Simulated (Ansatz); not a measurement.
## Convergence of Rh

```
Rh
1.0
     0.00000    1.90299    1.90299
     1.90299    0.00000    1.90299
     1.90299    1.90299    0.00000
Rh
1
Direct
  0.00000 0.00000 0.00000
```

Conventional cell: a = 3.806 Å, b = 3.806 Å, c = 3.806 Å, α = 90.00°, β = 90.00°, γ = 90.00°. Rh (atom 1) has 12 Rh at 2.69 Å as nearest neighbours.

Structure from Materials Project entry mp-74 (possibly hypothetical), not relaxed further.

Spin polarisation is left out, and whether a magnetic state lies lower isn't shown here.

The calculation used Ansatz 0.2.0, DFT, LDA, PAW with Ansatz's default frozen-core files, scalar-relativistic.

Settings: a Γ-centred 18×18×18 k mesh, Fermi–Dirac smearing of 0.05 eV, cutoff 420 eV, no spin polarisation; the PAW files were made with PBE, and the program remakes their frozen cores for this functional. One setting is then changed at a time.

```tsv
k mesh	free energy less the base's (meV/atom)	P (GPa)
18×18×18 (base)	0.0	-11.82
5×5×5	148	?
9×9×9	?	-11.78
14×14×14	0.8	-11.79
25×25×25	0.2	-11.81
```

Question: Fill in "P (GPa)" for the row "5×5×5".

Answer: -9.05.

Question: Fill in "free energy less the base's (meV/atom)" for the row "9×9×9".

Answer: 6.4.
